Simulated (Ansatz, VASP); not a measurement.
# Two plane-wave programs on W

```
CELL_PARAMETERS angstrom
0.00000 1.98711 1.98711
1.98711 0.00000 1.98711
1.98711 1.98711 0.00000
ATOMIC_POSITIONS crystal
W 0.00000 0.00000 0.00000
```

The cell was built by a generator and needn't be a form met in nature.

Alike in both runs: functional LDA; k mesh 14 × 14 × 14; occupations fermi-dirac, width 0.1 eV; no spin polarisation.

Ansatz relaxed the structure, and its values are those at the end. VASP's run is a single point on that final structure, the one shown.

```csv
,VASP,Ansatz
version,VASP 6.6.1,Ansatz 0.2.0
potentials or method,"VASP PAW LDA potentials, release 64 (W_sv)","plane waves (420 eV) with PAW, scalar-relativistic"
plane-wave cutoff (eV),520,420
valence electrons in the cell,14,14
```

|  | VASP | Ansatz | Ansatz less VASP |
| --- | --- | --- | --- |
| pressure (GPa) | 1.8 | 0.0 | -1.84 |

Ansatz warned: «pseudo_functional_mismatch».

The runs have no spin-orbit coupling, so splittings on W are missing.
